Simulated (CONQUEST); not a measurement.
**InAs under changes of volume**

One of the cells (27.489 Å³/atom); the others are scaled copies at fixed shape and fractional positions:

```
In As
1.0
     4.26810    0.00000    0.00000
     0.00000    4.26810    0.00000
     0.00000    0.00000    6.03600
In As
2 2
Direct
  0.00000 0.00000 0.00000
  0.50000 0.50000 0.50000
  0.00000 0.50000 0.25000
  0.50000 0.00000 0.75000
```

```yaml
Program: CONQUEST 1.3
Functional: PBEsol
Potentials_or_basis: PseudoDojo NC PBEsol, DZP, grid of 40 × 40 × 60 points
k_mesh: 6 × 6 × 5
Occupations: fermi-dirac, width 0.05 eV
Spin: no spin polarisation
```

```tsv
volume (Å³/atom)	energy over the lowest point (meV/atom)	pressure (GPa)
25.840	50.11	6.8
26.389	30.05	5.0
26.939	15.53	3.5
27.489	?	?
28.039	1.00	0.9
28.588	0.00	-0.3
29.138	2.76	-1.3
```

**Question.** What does the run at 27.489 Å³/atom give?

**Answer.** Energy over the lowest point 6.02 meV/atom; pressure 2.0 GPa.

Worked out: A Birch-Murnaghan fit of order 3 (a polynomial in V^(-2/3)) to the other rows has its minimum at 28.45 Å³/atom with B0 = V·E''(V) = 57 GPa and B' = 4.3. It gives 6.00 meV/atom at 27.489 Å³/atom, against the run's 6.02, and -dE/dV = 2.1 GPa, against 2.0.

Energies are extrapolated to zero smearing.

Caveats: the basis of atomic orbitals isn't converged, which shifts pressures, moduli and gaps; the real-space grid breaks the cell's symmetry a little.
